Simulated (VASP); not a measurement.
Input of a VASP 6.6.1 run:

File INCAR:

```
PREC = Accurate ; ENCUT = 520
EDIFF = 1E-7 ; ISMEAR = -1
SIGMA = 0.05 ; LREAL = F
LASPH = T ; NELM = 80
ALGO = Normal ; ISIF = 2
LWAVE = F ; LCHARG = F
GGA = PE ; NBANDS = 9
```

File KPOINTS:

```
Automatic mesh
0
Gamma
  11 11 11
```

File POSCAR:

```
LiH
1.0
    0.0000000000      2.0367500000      2.0367500000
    2.0367500000      0.0000000000      2.0367500000
    2.0367500000      2.0367500000      0.0000000000
Li H
1 1
Direct
    0.0000000000      0.0000000000      0.0000000000
    0.5000000000      0.5000000000      0.5000000000
```

Potentials or basis: VASP PAW PBE potentials, release 64 (Li_sv, H).

Run with:

```sh
$ cat potpaw_PBE.64/Li_sv/POTCAR potpaw_PBE.64/H/POTCAR > POTCAR
$ mpirun -np 1 vasp_std > vasp.out
```

(1) What does it give for the band gap on the k mesh?

Results:

(1) 3.20 eV, direct.

Caveat: an odd mesh through Γ misses points on the zone boundary, where band edges often lie.
